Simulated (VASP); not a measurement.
Wanted: the native input for a VASP 6.6.1 run.

```
Task                   : relaxation of cell and atoms
Functional             : PBEsol
Potentials or basis    : VASP PAW PBE potentials, release 64 (Al, N)
Cutoff                 : 600 eV
k mesh                 : 12 × 12 × 12
Occupations            : gaussian, width 0.03 eV
Spin                   : no spin polarisation
Further INCAR settings : ALGO = Normal; EDIFF = 1e-06; IBRION = 2; EDIFFG = -0.01; NSW = 90; ISIF = 3
```

The structure of AlN lies in POSCAR:

```
AlN
1.0
    0.0000000000      2.0345180000      2.0345180000
    2.0345180000      0.0000000000      2.0345180000
    2.0345180000      2.0345180000      0.0000000000
Al N
1 1
Direct
    0.5000000000      0.5000000000      0.5000000000
    0.0000000000      0.0000000000      0.0000000000
```

Measurements of this composition are mostly on another form, of space group No. 186.

These files were run (other wordings do the same):

INCAR

```
ALGO = Normal
EDIFF = 1E-6
EDIFFG = -0.01
ENCUT = 600
GGA = PS
IBRION = 2
ISIF = 3
ISMEAR = 0
LASPH = T
LCHARG = F
LREAL = F
LWAVE = F
NELM = 80
NSW = 90
PREC = Accurate
SIGMA = 0.03
```

KPOINTS

```
k-points
0
Gamma
  12 12 12
```

Potentials or basis: VASP PAW PBE potentials, release 64 (Al, N).

Command:

```bash
$ cat potpaw_PBE.64/Al/POTCAR potpaw_PBE.64/N/POTCAR > POTCAR
$ mpirun -np 1 vasp_std > vasp.out
```

Results of the run:

The relaxed volume is 8.27 Å³/atom. The relaxed cell is a = 2.859 Å, b = 2.859 Å, c = 2.859 Å, α = 60.00°, β = 60.00°, γ = 60.00° and the space group after relaxing (to 0.05 Å) is Fm-3m (No. 225). The energy gained by relaxing is 2.3 meV/atom. The ionic steps are 3 and the pressure after relaxing is 0.0 GPa. The band gap on the k mesh is 4.55 eV, indirect (least direct gap 5.66 eV).

Caveat: the PAW data sets were made with another functional, which shifts forces and pressure a little.

It took 14 s on 1 thread of Intel(R) Xeon(R) Platinum 8488C (Sapphire Rapids) (shared host), peak memory 0.14 GiB.
